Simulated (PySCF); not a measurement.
## Functional dependence of a UV spectrum

Species: 1,3-cyclohexadiene, C6H8.
SMILES: `C1=CCCC=C1`

Linear-response calculations in the def2-SVPD basis (PySCF; singlets by full response, triplets Tamm–Dancoff, core orbitals frozen in the response; HF means time-dependent Hartree–Fock). 'Strongest' is the level of largest summed f among the singlets computed (10 roots, of which the last may lack a degenerate partner); it can jump between rows when another state enters that window. S1 is the lowest singlet of each run and needn't be the same state throughout; f(S1) is that of one state. The structure is a single PBE0-D3(BJ)/def2-SVP conformer in the gas phase; no vibrational or solvent corrections.

```tsv
run	S1 (eV)	f(S1)	strongest (eV)	T1 (eV)	HOMO (eV)	gap (eV)	ionisation energy, ΔSCF (eV)
1	4.81	0.124	4.81	2.84	-7.40	7.76	8.18
2	5.01	0.128	8.16	2.79	-8.70	10.19	8.28
3	4.70	0.117	4.70	2.76	-6.15	5.38	8.10
4	4.81	0.125	4.81	2.92	-7.94	8.96	8.13
```

The runs used CAM-B3LYP, LC-wPBE, PBE0 and wB97X-D. Which is which?

1 = CAM-B3LYP, 2 = LC-wPBE, 3 = PBE0, 4 = wB97X-D. S1 runs from 4.70 eV (PBE0) to 5.01 eV (LC-wPBE), a spread of 0.32 eV, while the orbital gap spreads over 4.8 eV. −ε(HOMO) comes closest to its own ΔSCF ionisation energy with wB97X-D (-0.20 eV) and misses most with PBE0 (-1.95 eV).
